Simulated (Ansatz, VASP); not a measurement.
## BiTe: VASP beside Ansatz

File INCAR:

```
  ALGO = Normal
  EDIFF = 1E-7
  ENCUT = 520
  GGA = PS
  ISIF = 2
  ISMEAR = 0
  LASPH = T
  LCHARG = F
  LREAL = F
  LWAVE = F
  NBANDS = 29
  NELM = 60
  PREC = Accurate
  SIGMA = 0.15
```

The input KPOINTS:

```
k-points
0
Gamma
  8 8 6
```

Contents of POSCAR:

```
BiTe
1.0
    0.0000000000     -3.1971538300     -3.1971538300
    0.0000000000      3.1971538300     -3.1971538300
    6.3943076600      0.0000000000      0.0000000000
Bi Te
2 2
Direct
    0.4990488803      0.4964877097      0.4993949722
    0.0045036559     -0.0018151247     -0.0031655185
    0.4989320103      0.5023060804      0.0018788269
   -0.0024845466      0.0030213345      0.5018917194
```

Input for Ansatz:

```yaml
crystal:
  lattice:
    - [0.0, -3.19715383, -3.19715383]
    - [0.0, 3.19715383, -3.19715383]
    - [6.39430766, 0.0, 0.0]
  atoms:
    - { symbol: Bi, position: [0.4990488803, 0.4964877097, 0.4993949722] }
    - { symbol: Bi, position: [0.0045036559, -0.0018151247, -0.0031655185] }
    - { symbol: Te, position: [0.4989320103, 0.5023060804, 0.0018788269] }
    - { symbol: Te, position: [-0.0024845466, 0.0030213345, 0.5018917194] }
basis:
  ecutwfc: 420
kpoints:
  mp_grid: { grid: [8, 8, 6] }
hamiltonian:
  xc: pbesol
scf:
  occupations: { method: gaussian, width: 0.15 }
output:
  forces: true
  stress: true
  eigenvalues: true
  write_density: true
  write_potential: true
  elf: true
  volumetric_format: npy
```

Change from the starting cell: all atoms moved at random, sigma 0.02 Å a component.

Alike in both runs: task single point; functional PBEsol; k mesh 8 × 8 × 6; occupations gaussian, width 0.15 eV; no spin polarisation.

```csv
,VASP,Ansatz
version,VASP 6.6.1,Ansatz 0.2.0
potentials or method,"VASP PAW PBE potentials, release 64 (Bi_d, Te)","scalar-relativistic, plane waves, PAW"
plane-wave cutoff (eV),520,420
valence electrons in the cell,42,62
```

Ansatz gave:

| Quantity | Value |
| --- | --- |
| gap on the k mesh at the Fermi level (eV) | none |
| pressure (GPa) | 0.0 |
| largest component of the traceless stress (GPa) | 0.28 |
| rms of the force components (eV/Å) | 0.070 |

Task: What did VASP give for the same quantities?

Result: gap on the k mesh at the Fermi level (eV): none; pressure (GPa): 0.0; largest component of the traceless stress (GPa): 0.28; rms of the force components (eV/Å): 0.071.

Atom by atom the forces differ by 0.001 eV/Å (rms over components). A gap of «none» marks a metal or a gap that the smearing closes. The functional is the same, so the differences come from potentials, cutoffs and numerics. The two sets of potentials don't hold the same shells in valence.

Caveats: the PAW data sets were made with another functional, which shifts forces and pressure a little (VASP); spin-orbit coupling is left out, which moves the levels of the heavy elements.
